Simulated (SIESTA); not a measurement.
The system is TiAl3.

```
Ti Al
1.0
     2.83968    0.00000    0.00000
     0.00000    4.68126    0.00000
     0.00000    0.00000    4.90074
Ti Al
1 3
Direct
  0.00000 0.50000 0.16592
  0.00000 0.00000 0.83590
  0.50000 0.00000 0.33091
  0.50000 0.50000 0.66727
```

The cell comes from a database or a generator and needn't be the stable form of this composition.

| Quantity | Value |
| --- | --- |
| Program | SIESTA 5.4.2 |
| Task | single point |
| Functional | PBEsol |
| Potentials or basis | PseudoDojo 0.4 standard (PBEsol files) |
| Basis | DZP (energy shift 0.003 Ry; two zetas on semicore shells) |
| Grid cutoff | 800 Ry |
| Energy shift | 0.003 Ry |
| k mesh | 9 × 6 × 6 |
| Occupations | fermi-dirac, width 0.05 eV |
| Spin | no spin polarisation |

On this cell: pressure -2.2 GPa; largest force 0.036 eV/Å; band gap on the k mesh none (metal or under the smearing width).

The same run follows on a disturbed copy (atoms moved at random, drawn with an rms of 0.05 Å):

```xyz
4
Lattice="2.8397 0.0000 0.0000 0.0000 4.6813 0.0000 0.0000 0.0000 4.9007" Properties=species:S:1:pos:R:3 pbc="T T T"
Ti   -0.0130    2.3431    0.7849
Al   -0.0111   -0.0189    4.0839
Al    1.3941   -0.0013    1.5883
Al    1.3944    2.3201    3.3092
```

Question: What changes?

Answer: The energy (extrapolated to zero smearing) moves by +4.9 meV/atom; pressure -1.9 GPa; largest force 0.495 eV/Å; band gap on the k mesh none (metal or under the smearing width).

Forces on the atoms (eV/Å):
```
Ti  -0.065 -0.053  0.361
Al  -0.030  0.036 -0.066
Al   0.046 -0.006  0.197
Al   0.049  0.023 -0.492
```

Stress tensor (GPa, compression positive):
```
-3.65  0.00 -0.02
 0.00 -1.04 -0.07
-0.02 -0.07 -1.05
```

Caveats: the basis of atomic orbitals isn't converged, which shifts pressures, moduli and gaps.
